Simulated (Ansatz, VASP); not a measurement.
Sr in VASP and in Ansatz

```
Sr
1.0
     2.52013    1.45500    6.03462
    -2.52013    1.45500    6.03462
     0.00000   -2.91000    6.03462
Sr
2
Direct
  0.05770 0.05770 0.05770
  0.94230 0.94230 0.94230
```

Alike in both runs: task single point; functional PBE; k mesh 6 × 6 × 6; occupations gaussian, width 0.1 eV; no spin polarisation.

```csv
,VASP,Ansatz
version,VASP 6.6.1,Ansatz 0.2.0
potentials or method,"VASP PAW PBE potentials, release 64 (Sr_sv)","scalar-relativistic, plane waves, PAW"
plane-wave cutoff (eV),520,420
valence electrons in the cell,20,20
```

|  | VASP | Ansatz | Ansatz less VASP |
| --- | --- | --- | --- |
| gap on the k mesh at the Fermi level (eV) | none | none | - |
| pressure (GPa) | 11.6 | 10.7 | -0.93 |
| largest component of the traceless stress (GPa) | 33.10 | 31.18 | -1.926 |
| rms of the force components (eV/Å) | 10.613 | 9.961 | -0.6517 |

Atom by atom the forces differ by 0.652 eV/Å (rms over components). A gap of «none» marks a metal or a gap that the smearing closes.

Caveats: forces of over 1 eV/Å show positions far from the minimum, so gaps and moduli don't describe the material at rest.
